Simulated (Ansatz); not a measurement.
Crystal: ZrC.

```
CELL_PARAMETERS angstrom
0.00000 2.36500 2.36500
2.36500 0.00000 2.36500
2.36500 2.36500 0.00000
ATOMIC_POSITIONS crystal
Zr 0.50000 0.50000 0.50000
C 0.00000 0.00000 0.00000
```

```yaml
Program: Ansatz 0.2.0
Task: relaxation of cell and atoms
Functional: PBEsol
Potentials_or_basis: Ansatz PAW
Cutoff: "420 eV (not typed: the program's choice for these potentials)"
k_mesh: 10 × 10 × 10
Occupations: fermi-dirac, width 0.05 eV
Spin: no spin polarisation
```

At the start: volume 13.23 Å³/atom.

Q: How do energy, volume and symmetry change on relaxing?

A: It ends after 4 steps and the volume is 12.72 Å³/atom (-3.8 %); space group Fm-3m (No. 225, to 0.05 Å).

Step by step:
```csv
step,energy change (eV),largest force (eV/Å),volume (Å³)
1,0.0000,0.0000,26.46
2,-0.0286,0.0000,25.51
3,-0.0288,0.0000,25.45
4,-0.0277,0.0000,25.45
```

Final structure:
```xyz
2
Lattice="0.0000 2.3346 2.3346 2.3346 0.0000 2.3346 2.3346 2.3346 0.0000" Properties=species:S:1:pos:R:3 pbc="T T T"
Zr    2.3346    2.3346    2.3346
C     0.0000    0.0000    0.0000
```

Caveat: the plane-wave basis is chosen anew once the cell has moved, so the energies of steps on either side of that aren't comparable; the PAW data sets come from PBE, with cores solved anew for the run's functional, which leaves a small shift of forces and pressure.
